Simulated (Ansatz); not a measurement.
Calculation for Mn (beta tin type): DFT, PBE, PAW with Ansatz's default frozen-core files, scalar-relativistic (Ansatz 0.2.0). This run: beta tin relaxed under pressure.

The start is a guessed cell of a prototype that needn't be stable.

Command: `ansatz run input.yaml --threads 2 --pin off --max-ram 7168MiB --backend cpu --events-out ev --progress --plain --runs-dir out` It took 2.3 min on 2 threads of Arm Neoverse V2, with other jobs on the host, peak memory 0.65 GiB.

```yaml
crystal:
  lattice:
    - [-2.1425232115, 2.1425232115, 1.1783877663]
    - [2.1425232115, -2.1425232115, 1.1783877663]
    - [2.1425232115, 2.1425232115, -1.1783877663]
  atoms:
    - { symbol: Mn, position: [-0.375, -0.125, -0.25], spin: 3.0 }
    - { symbol: Mn, position: [0.375, 0.125, 0.25], spin: 3.0 }
magnetization:
  spin_polarized: true
kpoints:
  mp_grid: { grid: [18, 18, 18] }
scf:
  occupations: { method: fermi_dirac, width: 0.05 }
hamiltonian:
  xc: pbe
  pseudopotentials: { kind: paw }
output:
  forces: true
  stress: true
  eigenvalues: true
relax:
  f_tol: 0.005
  max_steps: 40
  cell: { p_target: 5.3, stress_tol: 0.03 }
```

Output:

```
Engine: ansatz 0.2.0
Pseudopotentials: kind: paw
Pseudopotential: Mn, paw, valence charge 15, recommended cutoff 420 eV (normal), Mn.paw.azcp
Functional definition: PBE
  parameter kappa = 0.804
  parameter beta = 0.06672455060314922
  exchange = pbe_x(kappa = kappa, mu = beta*pi^2/3)
  correlation = pbe_c(beta = beta)
Crystal: 2 atoms, lattice volume = 21.637 Å³
Basis set: ecut = 420 eV, 419 PW (Γ), exchange–correlation on 48×48×48 points (8 copies of the dense FFT grid, shifted against one another)
Bands: 22, of which v1, the nominal top of the filled ones, is band 15 counted from 1 (14 counted from 0)
Symmetry: 16 space group operations
Space group: I41/amd (ITA 141), of the structure as read, at distance tolerance 2.8e-5 Å
Magnetic group: BNS 141.551 (UNI 1211), of the structure as read, at distance tolerance 2.8e-5 Å
k-points: 480 of 5832
Non-local potential: Mn, projectors of the file, l = 0: 3, l = 1: 2, l = 2: 3, l = 3: 1
PAW form: soft (Blöchl's): semilocal exchange-correlation on the pseudo side does not see the compensation charge
PAW one-centre angular grid: Mn, 590 points (default); XC on 64 Gauss nodes
Initial density: superposition of atomic densities (chi_scale 0.1, normalization cell)
Starting moments: Σ|m| = 6 μB on 2 of 2 sites
Initial wavefunctions: pseudopotential atomic-orbital guess
Functional: x = pbe(κ = 0.804, μ = 0.2195149727645171), c = pbe(β = 0.06672455060314922)
SCF iter   1: F=—  HF=-7792.958040 eV  |F-HF|=—  |Δ(HF+E_count)|=         —  Δρ=1.18e-1 (↑1.18e-1 ↓4.45e-2)  dr2=1.92e0  dr2_m=9.67e-1  M=4.467 μB ∫|m|=4.491 μB  β_m=0.30  ethr=3.10e-3  ⟨swp⟩=3.4  Hψ=75138  notcnv=0
Mixer restart at iter 1: flushing history
preconditioner: auto → none  [metal: Δε(μ)=0.001 eV  Ē_g=7.951 eV  σ=0.050 eV  W_gap=0.01  n_scr=4 (ndim 8)  ℏωp=29.9 eV  f_vac=0.000  D(μ)=3.06/eV (n_scr^D=44)  sad-step TF]
SCF iter   2: F=—  HF=-7792.957935 eV  |F-HF|=—  |Δ(HF+E_count)|=   1.06e-4  Δρ=6.56e-2 (↑6.56e-2 ↓4.25e-2)  dr2=2.68e-1  dr2_m=5.20e-1  M=4.348 μB ∫|m|=4.380 μB  β_m=0.48  ethr=3.10e-3  ⟨swp⟩=2.7  Hψ=37931  notcnv=0  defer=1053
SCF iter   3: F=—  HF=-7797.013418 eV  |F-HF|=—  |Δ(HF+E_count)|=         —  Δρ=2.43e-1 (↑2.43e-1 ↓1.86e-1)  dr2=6.35e-1  dr2_m=9.08e0  M=0.859 μB ∫|m|=0.916 μB  β_m=1.00  ethr=8.94e-4  ⟨swp⟩=2.0  Hψ=26207  notcnv=0  defer=1053
Mixer restart at iter 3: flushing history
SCF iter   4: F=—  HF=-7797.999845 eV  |F-HF|=—  |Δ(HF+E_count)|=   9.86e-1  Δρ=1.70e-1 (↑1.70e-1 ↓4.25e-2)  dr2=5.61e0  dr2_m=1.11e0  M=2.092 μB ∫|m|=2.118 μB  β_m=0.48  ethr=1.67e-4  ⟨swp⟩=4.3  Hψ=61788  notcnv=0  defer=1030
SCF iter   5: F=—  HF=-7797.060933 eV  |F-HF|=—  |Δ(HF+E_count)|=   9.39e-1  Δρ=1.01e-1 (↑1.01e-1 ↓2.41e-2)  dr2=1.75e0  dr2_m=3.98e-1  M=0.743 μB ∫|m|=0.777 μB  β_m=0.39  ethr=1.67e-4  ⟨swp⟩=4.2  Hψ=68562  notcnv=0  defer=599
SCF iter   6: F=—  HF=-7796.224372 eV  |F-HF|=—  |Δ(HF+E_count)|=   8.37e-1  Δρ=2.01e-2 (↑1.85e-2 ↓2.01e-2)  dr2=3.54e-3  dr2_m=7.28e-2  M=0.940 μB ∫|m|=0.968 μB  β_m=0.69  ethr=1.67e-4  ⟨swp⟩=3.3  Hψ=55011  notcnv=0  defer=663
SCF iter   7: F=—  HF=-7796.240965 eV  |F-HF|=—  |Δ(HF+E_count)|=   1.66e-2  Δρ=1.84e-2 (↑1.70e-2 ↓1.84e-2)  dr2=1.30e-3  dr2_m=6.17e-2  M=0.900 μB ∫|m|=0.926 μB  β_m=0.85  ethr=1.18e-5  ⟨swp⟩=1.6  Hψ=26900  notcnv=0  defer=613
SCF iter   8: F=—  HF=-7796.249743 eV  |F-HF|=—  |Δ(HF+E_count)|=   8.78e-3  Δρ=1.71e-2 (↑1.71e-2 ↓1.45e-2)  dr2=9.16e-4  dr2_m=4.94e-2  M=0.816 μB ∫|m|=0.839 μB  β_m=0.92  ethr=4.33e-6  ⟨swp⟩=2.1  Hψ=35697  notcnv=0  defer=635
SCF iter   9: F=—  HF=-7796.248020 eV  |F-HF|=—  |Δ(HF+E_count)|=   1.72e-3  Δρ=1.39e-2 (↑1.39e-2 ↓1.12e-2)  dr2=1.04e-3  dr2_m=3.12e-2  M=0.770 μB ∫|m|=0.789 μB  β_m=0.33  ethr=3.05e-6  ⟨swp⟩=2.1  Hψ=28147  notcnv=0  defer=635
SCF iter  10: F=—  HF=-7796.246994 eV  |F-HF|=—  |Δ(HF+E_count)|=   1.03e-3  Δρ=9.69e-3 (↑9.69e-3 ↓7.79e-3)  dr2=5.52e-4  dr2_m=1.51e-2  M=0.706 μB ∫|m|=0.723 μB  β_m=0.19  ethr=3.05e-6  ⟨swp⟩=2.6  Hψ=32705  notcnv=0  defer=635
SCF iter  11: F=—  HF=-7796.246363 eV  |F-HF|=—  |Δ(HF+E_count)|=   6.30e-4  Δρ=7.40e-3 (↑7.40e-3 ↓6.10e-3)  dr2=2.54e-4  dr2_m=8.98e-3  M=0.674 μB ∫|m|=0.689 μB  β_m=0.64  ethr=1.84e-6  ⟨swp⟩=1.6  Hψ=24357  notcnv=0  defer=635
SCF iter  12: F=—  HF=-7796.246405 eV  |F-HF|=—  |Δ(HF+E_count)|=   4.18e-5  Δρ=2.47e-3 (↑2.47e-3 ↓2.17e-3)  dr2=1.81e-5  dr2_m=1.07e-3  M=0.575 μB ∫|m|=0.586 μB  β_m=0.82  ethr=8.47e-7  ⟨swp⟩=2.1  Hψ=37811  notcnv=0  defer=635
SCF iter  13: F=—  HF=-7796.246476 eV  |F-HF|=—  |Δ(HF+E_count)|=   7.09e-5  Δρ=6.12e-4 (↑6.12e-4 ↓5.99e-4)  dr2=1.04e-7  dr2_m=7.27e-5  M=0.517 μB ∫|m|=0.526 μB  β_m=0.91  ethr=6.05e-8  ⟨swp⟩=2.5  Hψ=38380  notcnv=0  defer=635
SCF iter  14: F=—  HF=-7796.246482 eV  |F-HF|=—  |Δ(HF+E_count)|=   5.72e-6  Δρ=1.18e-4 (↑9.34e-5 ↓1.18e-4)  dr2=1.66e-7  dr2_m=2.20e-6  M=0.494 μB ∫|m|=0.503 μB  β_m=0.96  ethr=3.48e-10  ⟨swp⟩=3.3  Hψ=50303  notcnv=0  defer=635
SCF iter  15: F=—  HF=-7796.246482 eV  |F-HF|=—  |Δ(HF+E_count)|=   6.51e-7  Δρ=8.48e-6 (↑8.48e-6 ↓6.39e-6)  dr2=5.10e-9  dr2_m=7.78e-9  M=0.488 μB ∫|m|=0.497 μB  β_m=0.93  ethr=3.48e-10  ⟨swp⟩=2.5  Hψ=38328  notcnv=0  defer=635
SCF iter  16: F=—  HF=-7796.246482 eV  |F-HF|=—  |Δ(HF+E_count)|=   1.49e-9  Δρ=2.92e-6 (↑1.79e-6 ↓2.92e-6)  dr2=2.44e-9  dr2_m=2.88e-10  M=0.488 μB ∫|m|=0.497 μB  β_m=0.89  ethr=1.70e-11  ⟨swp⟩=2.0  Hψ=35273  notcnv=0  defer=635
SCF iter  17: F=-7796.246482 eV  HF=-7796.246482 eV  |F-HF|=1.56e-9  |Δ(HF+E_count)|=  2.73e-12  Δρ=1.78e-6 (↑1.75e-6 ↓1.78e-6)  dr2=1.80e-9  dr2_m=1.35e-11  M=0.488 μB ∫|m|=0.497 μB  ethr=8.15e-12  ⟨swp⟩=4.1  Hψ=70396  notcnv=0
SCF 1 converged in 17 iterations: F = -7796.246482 eV  dr2 = 1.80e-9
  greatest PAW one-centre occupation: 1.000 electrons in one spin orbital (limit 2), on the Mn atom at site 1 (counted from 0), in its partial waves of l = 0
relax step   1: F+E_penalty+E_count = -7796.24648241 eV  Δ(F+E_penalty+E_count) = +0.000e0 eV  max|allowed force component| = 0.000e0 eV/Å  Δτ_max = 0.0000 Å  P = +17.657 GPa  Ω = 21.637 Å³  (17 SCF iters, dr2 threshold 1.00e-7 eV, accepted)
Crystal: 2 atoms, lattice volume = 22.262 Å³
Basis set: ecut = 420 eV, 435 PW (Γ), exchange–correlation on 48×48×48 points (8 copies of the dense FFT grid, shifted against one another)
Initial density: handed on by an earlier stage of this run
Starting moments: Σ|m| = 6 μB on 2 of 2 sites; this step starts from the density that it was given
Initial wavefunctions: those handed on with the density
[... lines left out ...]
an SCF from antiferromagnetic starting moments (-3.00, 3.00 Bohr magnetons, atom by atom) was not made, so that it is not known whether that order lies lower: the deck asks for what bars it, or types moments that do (magnetization.spin_polarized, in the input reference, names some of the keys), or the run goes by scf.lower_state_search: light, the default, which as a rule tries one only behind a close that has lost an order of both signs, or on which an open d or half-filled 4f shell of a PAW file has lost a moment that was set nearer to Hund's than to what is left; or, under a Hubbard U, one that names an f shell that the input leaves bare beside given moments, or a larger moment for a shell of low spin that is given one. standard, with a start from the atoms, tries one behind each close (in a relaxation, ahead of its steps or at their end). To set out from that order, type those moments (crystal.atoms[].spin; where shells were raised to Hund's moment, beside crystal.symmetry.detect: false) under scf.lower_state_search: light. The bands of the close that named these starting moments, or of the one ahead of a search that led to it (under cold or Methfessel-Paxton smearing those of the Gaussian ahead of it) read a cost of -3.89 meV for the turn to them, carried on from a small turn (-3.89 by the pairs of d shells alone)
SCF converged after 5 iterations
Magnetization: 0.3673 μB (15.1837 up, 14.8163 down)
Absolute magnetization: 0.3748 μB (∫|ρ↑−ρ↓|, with the PAW one-centre terms)
Spin contamination: 0.0020 ħ² per cell (⟨S²⟩ above its minimum at these occupations)
Per-site moments (μB) at R_I (Å): [(0.1748608977385212, 0.93704163771297), (0.17486089773852134, 0.93704163771297)]
Free energy (F): -7796.320980 eV
Harris-Foulkes:  -7796.320980 eV  (|F-HF|=2.73e-12)
Internal energy: -7796.291727 eV  (E = F + TS)
E sigma→0 (E₀):  -7796.306354 eV
Entropy (-TS):   -0.029253 eV (-14.626 meV/atom)
Fermi energy:    19.519517 eV
--- Per-component energies (eV) ---
  E_band       = -344.546084
  E_kinetic    = 619.194959
  E_local      = -3323.644861  (includes V_loc(G=0)·N_el)
  E_nonlocal   = 477.703196
  E_hartree    = 1384.836606
  E_xc         = -230.819431
  E_vxc        = -295.767382  (∫ρ·V_xc dr)
  E_paw        = -2596.097142  (= ΣΔE_a)
  E_vpaw       = -591.705138  (= ΣTr[D̂ρ^β])
  E_aug_tail   = -0.000020  (compensation charges beyond the density's cutoff)
  E_ewald      = -4127.465033
  E_smearing   = -0.029253  (= −TS)
  E_closure    = 0.000000  (closes the sum)
  Σ components = -7796.320980   (vs F -7796.320980, Δ=0.00e0)
--- Forces (eV/Å), atoms counted from 1 ---
  atom   1  Mn    -0.00000000     0.00000000     0.00000000
  atom   2  Mn     0.00000000     0.00000000    -0.00000000
  max |Σ_I F_I| component: 1.39e-17 eV/Å
--- Stress (GPa, compression-positive) ---
        5.300728       0.000000      -0.000000
        0.000000       5.300728       0.000000
       -0.000000       0.000000       5.300756
  P = ⅓ Tr σ = 5.3007 GPa (53.007 kbar)
--- Band table (eV; the first three rows and the last of 960) ---
  k-point 0 ↑: bands = ["-60.0904", "-59.7967", "-29.0756", "-29.0756", "-28.3602", "-28.3512", "-28.3177", "-28.3177", "11.1384", "14.4533", "16.0987", "16.4681", "17.0189", "19.8310", "19.8310", "19.8671", "19.8671", "21.0853", "22.0160", "26.4207", "26.4207", "33.2123"]
  k-point 1 ↑: bands = ["-60.0882", "-59.7989", "-29.0709", "-29.0707", "-28.3713", "-28.3506", "-28.3246", "-28.3125", "11.1936", "14.4853", "16.1186", "16.4532", "17.0037", "19.8277", "19.8447", "19.8804", "19.8813", "21.0566", "21.8927", "26.1467", "26.5934", "33.3697"]
  k-point 2 ↑: bands = ["-60.0814", "-59.8054", "-29.0567", "-29.0560", "-28.3970", "-28.3489", "-28.3448", "-28.3042", "11.3577", "14.5779", "16.1783", "16.4117", "16.9614", "19.8117", "19.8826", "19.9188", "19.9193", "20.9729", "21.5796", "25.4363", "27.0602", "33.7075"]
  k-point 479 ↓: bands = ["-59.7356", "-59.7356", "-29.0191", "-29.0191", "-28.1565", "-28.1565", "-28.0303", "-28.0303", "15.3862", "15.3862", "17.1902", "17.1902", "18.6636", "18.6636", "19.5162", "19.5162", "20.2758", "20.2758", "20.3245", "20.3245", "26.8078", "26.8078"]
--- Relaxed structure (6 steps of the walk, 6 accepted, 2 SCFs on fresh bases) ---
  F+E_penalty+E_count = -7796.32098020 eV   max|allowed force component| = 2.776e-17 eV/Å   (the final SCF, on the basis selected at the relaxed cell)
  cell:  # Å, volume = 22.5833 Å³
    - [-2.194715597207043, 2.194715597207043, 1.172114523754167]
    - [2.194715597207043, -2.194715597207043, 1.172114523754167]
    - [2.194715597207043, 2.194715597207043, -1.172114523754167]
  atoms:
    - { symbol: Mn, position: [-0.375, -0.12500000000000006, -0.25] }
    - { symbol: Mn, position: [0.375, 0.12500000000000006, 0.25] }
```

Next run (omega relaxed under pressure), as changes to the input before:

```diff
   lattice:
-    - [-2.1425232115, 2.1425232115, 1.1783877663]
-    - [2.1425232115, -2.1425232115, 1.1783877663]
-    - [2.1425232115, 2.1425232115, -1.1783877663]
+    - [3.8874259131, 0.0, 0.0]
+    - [-1.9437129566, 3.3666095961, 0.0]
+    - [0.0, 0.0, 2.4102040661]
   atoms:
-    - { symbol: Mn, position: [-0.375, -0.125, -0.25], spin: 3.0 }
-    - { symbol: Mn, position: [0.375, 0.125, 0.25], spin: 3.0 }
+    - { symbol: Mn, position: [0.0, 0.0, 0.0], spin: 3.0 }
+    - { symbol: Mn, position: [0.3333333333, 0.6666666667, 0.5], spin: 3.0 }
+    - { symbol: Mn, position: [0.6666666667, 0.3333333333, 0.5], spin: 3.0 }
 magnetization:
 kpoints:
-  mp_grid: { grid: [18, 18, 18] }
+  mp_grid: { grid: [9, 9, 13] }
 scf:
```

Results part of the output:

```
basis re-selected at this cell: Δ(F+E_penalty+E_count) = -5.518e-5 eV, ΔP = +0.001 GPa vs the last step (what re-selecting the basis moved, of the pressure what is left beyond the Pulay correction that the steps carried, after the strain that the cell walked since its last selection, with what the two solves' SCF thresholds leave and, on support functions, any second-order correction that the steps lacked; it is no measure of the basis error at this ecutwfc). This SCF's stress stands 5.83e-3 GPa from its target on what of the cell is left free (relax.cell.stress_tol is 3.00e-2 GPa) and its largest allowed force component is 1.57e-16 eV/Å (relax.f_tol is 5.00e-3 eV/Å): within both
SCF converged after 11 iterations
Magnetization: 0.0000 μB (22.5000 up, 22.5000 down)
Absolute magnetization: 0.0000 μB (∫|ρ↑−ρ↓|, with the PAW one-centre terms)
Spin contamination: 0.0000 ħ² per cell (⟨S²⟩ above its minimum at these occupations)
Per-site moments (μB) at R_I (Å): [(1.6044339478463235e-7, 1.004838725082016), (-2.7925039091782865e-8, 0.9239447644837792), (-2.792503918404455e-8, 0.9239447644837792)]
Free energy (F): -11696.223562 eV
Harris-Foulkes:  -11696.223562 eV  (|F-HF|=1.82e-12)
Internal energy: -11696.193089 eV  (E = F + TS)
E sigma→0 (E₀):  -11696.208326 eV
Entropy (-TS):   -0.030474 eV (-10.158 meV/atom)
Fermi energy:    20.612759 eV
--- Per-component energies (eV) ---
  E_band       = -456.008901
  E_kinetic    = 928.711985
  E_local      = -4665.166657  (includes V_loc(G=0)·N_el)
  E_nonlocal   = 709.908361
  E_hartree    = 1948.253550
[... lines left out ...]
        0.000000       5.299311      -0.000000
       -0.000000      -0.000000       5.305832
  P = ⅓ Tr σ = 5.3015 GPa (53.015 kbar)
--- Band table (eV; the first three rows and the last of 168) ---
  k-point 0 ↑: bands = ["-58.6387", "-58.3758", "-58.3472", "-27.6056", "-27.6056", "-27.2495", "-27.2495", "-27.1230", "-26.9276", "-26.8786", "-26.7960", "-26.7960", "12.2847", "16.5223", "18.3658", "18.3658", "18.3713", "18.3713", "18.8850", "19.4848", "20.0737", "20.0737", "20.5325", "20.5325", "20.6408", "20.6408", "22.6384", "22.6384", "29.4653", "29.4653", "29.4841", "29.4841", "32.3964"]
  k-point 1 ↑: bands = ["-58.6338", "-58.3724", "-58.3448", "-27.6021", "-27.6021", "-27.2409", "-27.2409", "-27.1494", "-26.9532", "-26.9087", "-26.7992", "-26.7992", "12.4574", "16.6438", "18.2282", "18.2282", "18.2766", "18.2766", "19.0781", "19.6126", "19.9448", "19.9448", "20.6362", "20.6362", "20.7578", "20.7578", "22.5912", "22.5912", "29.6084", "29.6084", "29.6562", "29.6562", "32.3944"]
  k-point 2 ↑: bands = ["-58.6201", "-58.3630", "-58.3382", "-27.5922", "-27.5922", "-27.2220", "-27.2163", "-27.2163", "-27.0238", "-26.9921", "-26.8090", "-26.8090", "12.9592", "16.9723", "17.8665", "17.8665", "18.0292", "18.0292", "19.6339", "19.8338", "19.8338", "19.9916", "20.5937", "20.5937", "21.1228", "21.1228", "22.4911", "22.4911", "30.0161", "30.0161", "30.1426", "30.1426", "32.2385"]
  k-point 83 ↓: bands = ["-58.4347", "-58.4347", "-58.3077", "-27.7523", "-27.5110", "-27.5110", "-27.2671", "-27.2282", "-27.2282", "-26.9984", "-26.9984", "-26.8161", "15.9403", "17.4784", "17.4784", "17.5698", "17.8432", "17.8432", "19.3003", "19.3003", "19.9889", "19.9889", "20.9754", "22.2402", "22.7567", "22.8151", "22.8151", "23.4326", "26.0922", "26.0922", "29.9119", "29.9119", "30.7581"]
--- Relaxed structure (4 steps of the walk, 4 accepted, 1 SCFs on fresh bases) ---
  F+E_penalty+E_count = -11696.22356245 eV   max|allowed force component| = 1.573e-16 eV/Å   (the final SCF, on the basis selected at the relaxed cell)
  cell:  # Å, volume = 31.7518 Å³
    - [3.8795618799349483, 2.8809165521820037e-11, 2.1720900075560254e-34]
    - [-1.9397809399924235, 3.3597991435629746, -7.440295263651974e-35]
    - [1.3466958046655284e-34, 2.448537826664597e-35, 2.4359726668654935]
  atoms:
    - { symbol: Mn, position: [5.361405099011508e-35, -1.112354632766491e-35, 0.0] }
    - { symbol: Mn, position: [0.33333333333333326, 0.6666666666666665, 0.5] }
    - { symbol: Mn, position: [0.6666666666666666, 0.33333333333333326, 0.5] }
```

Antiferromagnetic order, which Cr and Mn prefer near zero pressure, wasn't tried. Other magnetic orders may lie lower.
